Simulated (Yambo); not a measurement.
# PbSe (Pm-3m) in Yambo: further runs

Runs on PbSe. Level: PBEsol. Tasks: optical spectrum.

All numbers are computed with Yambo 5.3.0; they aren't measurements. Logs are shortened: lines on timing, memory, paths and dates and some standing lists are left out, and cuts for length are marked.

## (1) Starting point

The structure is cubic, space group Pm-3m (No. 221). The conventional cell has a = 3.784 Å, b = 3.784 Å, c = 3.784 Å, α = 90.00°, β = 90.00°, γ = 90.00°. Pb (site symmetry m-3m) has 8 Se at 3.28 Å as nearest neighbours. Se (site symmetry m-3m) is surrounded by 8 Pb at 3.28 Å.

Measurements of this composition are mostly on another form, of space group No. 225.

## (2) Optical spectrum, PBEsol

File optics0.in:

```
optics
chi
Chimod= "IP"
% BndsRnXd
 1 | 40 |
%
% LongDrXd
 1 | 0 | 0 |
%
% QpntsRXd
 1 | 1 |
%
% EnRngeXd
 0 | 20 | eV
%
% DmRngeXd
 0.1 | 0.1 | eV
%
ETStpsXd= 200
```

File scf.in:

```
&CONTROL
  calculation = 'scf'
  prefix = 'pwscf'
  outdir = './tmp'
  pseudo_dir = './pseudo'
/
&SYSTEM
  ibrav = 0
  nat = 2
  ntyp = 2
  ecutwfc = 86
  nbnd = 22
  occupations = 'smearing'
  smearing = 'fd'
  degauss = 0.00367493
  force_symmorphic = .true.
/
&ELECTRONS
  conv_thr = 4d-10
  electron_maxstep = 120
  mixing_beta = 0.5
/
ATOMIC_SPECIES
Pb   207.2000 Pb.upf
Se    78.9710 Se.upf
CELL_PARAMETERS angstrom
   3.7843220000    0.0000000000    0.0000000000
   0.0000000000    3.7843220000    0.0000000000
   0.0000000000    0.0000000000    3.7843220000
ATOMIC_POSITIONS crystal
Pb     0.0000000000    0.0000000000    0.0000000000
Se     0.5000000000    0.5000000000    0.5000000000
K_POINTS automatic
10 10 10 0 0 0
```

File nscf.in:

```
&CONTROL
  calculation = 'nscf'
  prefix = 'pwscf'
  outdir = './tmp'
  pseudo_dir = './pseudo'
/
&SYSTEM
  ibrav = 0
  nat = 2
  ntyp = 2
  ecutwfc = 86
  nbnd = 45
  occupations = 'smearing'
  smearing = 'fd'
  degauss = 0.00367493
  force_symmorphic = .true.
/
&ELECTRONS
  conv_thr = 1d-08
  diago_full_acc = .true.
  diago_thr_init = 1d-06
/
ATOMIC_SPECIES
Pb   207.2000 Pb.upf
Se    78.9710 Se.upf
CELL_PARAMETERS angstrom
   3.7843220000    0.0000000000    0.0000000000
   0.0000000000    3.7843220000    0.0000000000
   0.0000000000    0.0000000000    3.7843220000
ATOMIC_POSITIONS crystal
Pb     0.0000000000    0.0000000000    0.0000000000
Se     0.5000000000    0.5000000000    0.5000000000
K_POINTS automatic
10 10 10 0 0 0
```

Potentials or basis: PseudoDojo 0.4.1 SR PBEsol standard.

Started as:

```bash
$ OMP_NUM_THREADS=1 pw.x -in scf.in > scf.out
$ OMP_NUM_THREADS=1 pw.x -in nscf.in > nscf.out
$ cd tmp/pwscf.save; p2y; mv SAVE ../..; cd ../..
$ OMP_NUM_THREADS=1 yambo
$ OMP_NUM_THREADS=1 yambo -F optics0.in -J optics0 -C optics0_out
```

Yambo's report:

```text
[... sections 02.01 to 02.04 as in the set-up run ...]

[... 5 lines left out ...]
  [X] Bosonic    Temperature                        :  0.258606E-1   300.100    [eV K]
  [X] Finite Temperature mode                       : yes
  [X] El. density                                   :  0.55355E+24 [cm-3]
  [X] Fermi Level                                   :  9.871547 [eV]

  [X] === Gaps and Widths ===
  [X] Conduction Band Min                           :  9.871547 [eV]
  [X] Valence Band Max                              :  9.871547 [eV]
  [X] Filled Bands                                  :  14
  [X] Metallic Bands                                :  15  18
  [X] Empty Bands                                   :   19   45

  [X] === Metallic Characters ===
  [X] N of el / N of met el                         :  30.00000   2.17425
  [X] Average metallic occ.                         :  0.135891

  [WARNING] [X] Metallic system

 [03] Transferred momenta grid and indexing
 ==========================================

 IBZ Q-points                                      :   56
 BZ  Q-points                                      :  1000

 K/Q-points units:
 rlu = crystal or reduced units; cc = cartesian coordinates; iku = interal k-units

 Q [ 1]         [rlu]:  0.000000  0.000000  0.000000
 Q [ 2]         [rlu]:  0.000000  0.000000  0.100000
 Q [ 3]         [rlu]:  0.000000  0.000000  0.200000
 Q [ 4]         [rlu]:  0.000000  0.000000  0.300000
 Q [ 5]         [rlu]:  0.000000  0.000000  0.400000
 Q [ 6]         [rlu]:  0.000000  0.000000 -0.500000
 Q [ 7]         [rlu]:  0.000000  0.100000  0.100000
 Q [ 8]         [rlu]:  0.000000  0.100000  0.200000
 Q [ 9]         [rlu]:  0.000000  0.100000  0.300000
 Q [10]         [rlu]:  0.000000  0.100000  0.400000
 Q [11]         [rlu]:  0.000000  0.100000 -0.500000
 Q [12]         [rlu]:  0.000000  0.200000  0.200000
 Q [13]         [rlu]:  0.000000  0.200000  0.300000
 Q [14]         [rlu]:  0.000000  0.200000  0.400000
 Q [15]         [rlu]:  0.000000  0.200000 -0.500000
[... 33 lines left out ...]
 Q [49]         [rlu]:  0.300000  0.300000 -0.500000
 Q [50]         [rlu]:  0.300000  0.400000  0.400000

 Remaining 6 points informations can be written running with -fatlog

 [WARNING] [Xd] User bands 1-40 break level degeneracy

 [04] Dipoles
 ============

  [04.01] Setup: observables and procedures
  =========================================

  [WF-Oscillators/G space/Transverse up loader] Normalization (few states)  min/max  :  0.27428E-17   1.0000

  [WR./optics0//ndb.dipoles]------------------------------------------------------
   Brillouin Zone Q/K grids (IBZ/BZ)                :    56  1000    56  1000
   RL vectors                                       :   6187 [WF]
   Fragmentation                                    : yes
   Electronic Temperature                           :  300.1000 [K]
   Bosonic    Temperature                           :  300.1000 [K]
   DIP band range                                   :    1   40
   DIP band range limits                            :  18  15
   DIP e/h energy range                             : -1.000000 -1.000000 [eV]
   RL vectors in the sum                            :   6187
   [r,Vnl] included                                 : yes
   Bands ordered                                    : yes
   Direct v evaluation                              : no
   Approach used                                    : G-space v
   Dipoles computed                                 : R V P [G-space]
   Wavefunctions                                    : Perdew, Burke & Ernzerhof SOL(X)+Perdew, Burke & Ernzerhof SOL(C)

  [WARNING] [r,Vnl^pseudo] included in position and velocity dipoles.

  [WARNING] In case H contains other non local terms, these are neglected

 [05] Optics
 ===========

 [X-CG] R(p) Tot o/o(of R):    14337   386863      100

 [WARNING] The system is a metal but Drude term not included.
```

It took 2.9 min on 1 thread of Arm Neoverse V1, shared host; peak memory 0.3 GiB.

Results:

```
Band gap on the k mesh, mean-field level : none (metal or under the smearing width)
```

Dielectric function (along the field direction of the input):
```
energy (eV)  real part  imaginary part
       0.30      26.17           83.08
       0.90      18.54            3.31
       1.61      12.59           12.83
       2.31       6.10           21.73
       3.02       9.78           26.63
       3.62      -5.06           20.80
       4.32     -10.41            8.55
       5.03      -5.75            6.58
       5.73      -3.79            3.10
       6.33      -0.50            2.28
       7.04      -2.61            4.69
       7.74      -1.17            4.93
       8.44      -1.66            2.53
       9.05      -1.64            1.67
       9.75      -0.25            1.97
      10.45      -0.91            1.63
      11.16      -0.70            1.28
      11.76      -0.56            1.00
      12.46      -0.62            1.27
      13.17      -0.44            0.89
      13.87      -0.24            0.56
      14.47      -0.11            0.47
      15.18       0.01            0.51
      15.88       0.34            0.38
      16.58       0.52            0.31
      17.19       0.64            0.43
      17.89       0.79            0.57
      18.59       0.78            0.79
      19.30       0.57            0.81
      20.00       0.58            0.70
```

Caveat: the intraband (Drude) term of the metal is left out; the ground state has no gap, which makes the many-body step unreliable; independent-particle spectra lack excitons. The run has no spin-orbit coupling, so splittings on Pb are missing.

## (3) Optical spectrum, PBEsol

File optics1.in:

```
optics
chi
Chimod= "HARTREE"
% BndsRnXd
 1 | 40 |
%
NGsBlkXd= 3 Ry
% LongDrXd
 1 | 0 | 0 |
%
% QpntsRXd
 1 | 1 |
%
% EnRngeXd
 0 | 20 | eV
%
% DmRngeXd
 0.1 | 0.1 | eV
%
ETStpsXd= 200
```

scf.in is that of step 2.

nscf.in is that of step 2.

Potentials or basis: PseudoDojo 0.4.1 SR PBEsol standard.

Started as:

```bash
$ OMP_NUM_THREADS=1 pw.x -in scf.in > scf.out
$ OMP_NUM_THREADS=1 pw.x -in nscf.in > nscf.out
$ cd tmp/pwscf.save; p2y; mv SAVE ../..; cd ../..
$ OMP_NUM_THREADS=1 yambo
$ OMP_NUM_THREADS=1 yambo -F optics1.in -J optics1 -C optics1_out
```

Yambo's report:

```text
[... sections 02.01 to 02.04 as in the set-up run ...]

[... 5 lines left out ...]
  [X] Bosonic    Temperature                        :  0.258606E-1   300.100    [eV K]
  [X] Finite Temperature mode                       : yes
  [X] El. density                                   :  0.55355E+24 [cm-3]
  [X] Fermi Level                                   :  9.871547 [eV]

  [X] === Gaps and Widths ===
  [X] Conduction Band Min                           :  9.871547 [eV]
  [X] Valence Band Max                              :  9.871547 [eV]
  [X] Filled Bands                                  :  14
  [X] Metallic Bands                                :  15  18
  [X] Empty Bands                                   :   19   45

  [X] === Metallic Characters ===
  [X] N of el / N of met el                         :  30.00000   2.17425
  [X] Average metallic occ.                         :  0.135891

  [WARNING] [X] Metallic system

 [03] Transferred momenta grid and indexing
 ==========================================

[... 56 lines left out ...]

 Remaining 6 points informations can be written running with -fatlog

 [WARNING] [Xd] User bands 1-40 break level degeneracy

 [04] Dipoles
 ============

  [04.01] Setup: observables and procedures
  =========================================

  [WF-Oscillators/G space/Transverse up loader] Normalization (few states)  min/max  :  0.27428E-17   1.0000

  [WR./optics1//ndb.dipoles]------------------------------------------------------
   Brillouin Zone Q/K grids (IBZ/BZ)                :    56  1000    56  1000
   RL vectors                                       :   6187 [WF]
   Fragmentation                                    : yes
   Electronic Temperature                           :  300.1000 [K]
   Bosonic    Temperature                           :  300.1000 [K]
   DIP band range                                   :    1   40
   DIP band range limits                            :  18  15
   DIP e/h energy range                             : -1.000000 -1.000000 [eV]
   RL vectors in the sum                            :   6187
   [r,Vnl] included                                 : yes
   Bands ordered                                    : yes
   Direct v evaluation                              : no
   Approach used                                    : G-space v
   Dipoles computed                                 : R V P [G-space]
   Wavefunctions                                    : Perdew, Burke & Ernzerhof SOL(X)+Perdew, Burke & Ernzerhof SOL(C)

  [WARNING] [r,Vnl^pseudo] included in position and velocity dipoles.

  [WARNING] In case H contains other non local terms, these are neglected

 [05] Optics
 ===========

 [X-CG] R(p) Tot o/o(of R):    14337   386863      100

 [WARNING] The system is a metal but Drude term not included.
```

It took 3.1 min on 1 thread of Arm Neoverse V1, shared host; peak memory 0.75 GiB.

What came out:

```yaml
Band_gap_on_the_k_mesh_mean-field_level: none (metal or under the smearing width)
```

Dielectric function (along the field direction of the input):
```
energy (eV)  real part  imaginary part
       0.30      24.91           82.89
       1.31      26.70           14.99
       2.31       4.34           20.48
       3.32       0.83           19.80
       4.42      -7.90            6.85
       5.43      -4.56            3.86
       6.43      -0.09            2.43
       7.54      -0.56            2.18
       8.54      -1.41            2.20
       9.55      -0.49            0.95
      10.65      -0.69            1.13
      11.66      -0.44            0.88
      12.66      -0.09            0.86
      13.77      -0.22            0.42
      14.77       0.29            0.41
      15.78       0.34            0.35
      16.88       0.51            0.33
      17.89       0.60            0.43
      18.89       0.66            0.44
      20.00       0.68            0.47
```

Caveat: the intraband (Drude) term of the metal is left out; the ground state has no gap, which makes the many-body step unreliable; these spectra lack excitons.
